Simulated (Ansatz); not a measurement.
input.yaml

```yaml
crystal:
  lattice:
    - [6.3058975174, 0.0, 0.0]
    - [-3.1529487587, 5.4610674438, 0.0]
    - [0.0, 0.0, 23.3832323976]
  atoms:
    - { symbol: F, position: [0.7287494322, 0.0370919623, 0.6553339957] }
    - { symbol: C, position: [0.9291767679, 0.1678747856, 0.6210916136] }
    - { symbol: F, position: [1.0106048866, 0.013603807, 0.6029427015] }
    - { symbol: H, position: [1.0749971168, 0.3161934165, 0.6463358911] }
    - { symbol: H, position: [0.8732753633, 0.2328334666, 0.5834576674] }
basis:
  ecutwfc: 420
kpoints:
  mp_grid: { grid: [3, 3, 1] }
hamiltonian:
  xc: pbe
  dispersion: d3bj
scf:
  occupations: { method: gaussian, width: 0.05 }
output:
  forces: true
  eigenvalues: true
  write_density: true
  volumetric_format: npy
efield:
  axis: 3
  dipole_correction: true
  ramp_width: 0.04
```

Command:
```bash
ansatz run input.yaml --threads 4 --pin off --max-ram 10240MiB --backend cpu --events-out ev --progress --plain --runs-dir out
```

All numbers below come from Ansatz, DFT PBE+D3(BJ), scalar-relativistic, plane waves, PAW.

Part of what the program printed, abridged (final results; tables in files aren't shown):

```
SCF 1 converged in 7 iterations: F = -1898.810273 eV  dr2 = 2.19e-8
SCF converged after 7 iterations
Free energy (F): -1898.810273 eV
Harris-Foulkes:  -1898.810273 eV  (|F-HF|=8.14e-9)
Internal energy: -1898.810273 eV  (E = F + TS)
E sigma→0 (E₀):  -1898.810273 eV
Fermi energy:    -4.216199 eV
Dipole field:    D = -0.017896 V/Å  (p = -0.079641 e·Å, saw-weighted, corrected)
Work function:   Φ+ = 4.8153 eV   Φ− = 4.3968 eV
Levels:          The Fermi level and band energies are counted from a zero that moves with the ramp; work functions are not
--- Per-component energies (eV) ---
  E_band       = -305.606430
  E_kinetic    = 527.657145
  E_local      = -5904.976932  (includes V_loc(G=0)·N_el)
  E_nonlocal   = 176.692925
  E_hartree    = 2659.398159
  E_xc         = -223.316103
  E_vxc        = -284.176629  (∫ρ·V_xc dr)
  E_paw        = -500.970555  (= ΣΔE_a)
  E_vpaw       = -139.658360  (= ΣTr[D̂ρ^β])
  E_aug_tail   = 0.001331  (compensation charges beyond the density's cutoff)
  E_efield     = 0.000713  (sawtooth field / dipole correction)
  E_vefield    = 0.057577  (∫n·V_field dr)
  E_ewald      = 1366.749249
  E_disp       = -0.046206  (pairwise vdW)
  E_smearing   =  0.000000  (= −TS)
--- Forces (eV/Å), atoms counted from 1 ---
  atom   1  F     -0.01041408     0.01061148     0.00474362
  atom   2  C      0.03002755    -0.02362519    -0.02193909
  atom   3  F     -0.01874038     0.02717733    -0.01515475
  atom   4  H     -0.00649969    -0.00448237     0.02009504
  atom   5  H      0.00554331    -0.00970098     0.01232002
--- Band table (eV; the first three rows and the last of 5) ---
  k-point 0: bands = ["-31.0399", "-29.6177", "-17.1456", "-13.0109", "-12.9546", "-12.9410", "-9.6064", "-9.5561", "-9.1589", "-7.7838", "-0.6518", "0.0790", "0.4089", "0.9853", "1.1807"]
  k-point 1: bands = ["-31.0399", "-29.6178", "-17.1492", "-13.0092", "-12.9544", "-12.9393", "-9.6062", "-9.5407", "-9.1576", "-7.7811", "-0.2751", "0.5774", "0.8841", "0.9731", "1.3961"]
  k-point 2: bands = ["-31.0397", "-29.6180", "-17.1465", "-13.0123", "-12.9582", "-12.9369", "-9.5973", "-9.5489", "-9.1651", "-7.7810", "-0.2373", "0.5688", "0.9477", "1.0481", "1.5230"]
  k-point 4: bands = ["-31.0397", "-29.6180", "-17.1473", "-13.0120", "-12.9559", "-12.9352", "-9.5979", "-9.5474", "-9.1646", "-7.7923", "-0.2729", "0.5756", "0.8953", "0.9900", "1.5021"]
```

The calculation finished and met its thresholds.

It took 1.9 s on 4 threads of Intel(R) Xeon(R) Platinum 8488C (Sapphire Rapids), on a shared host, peak memory 0.91 GiB.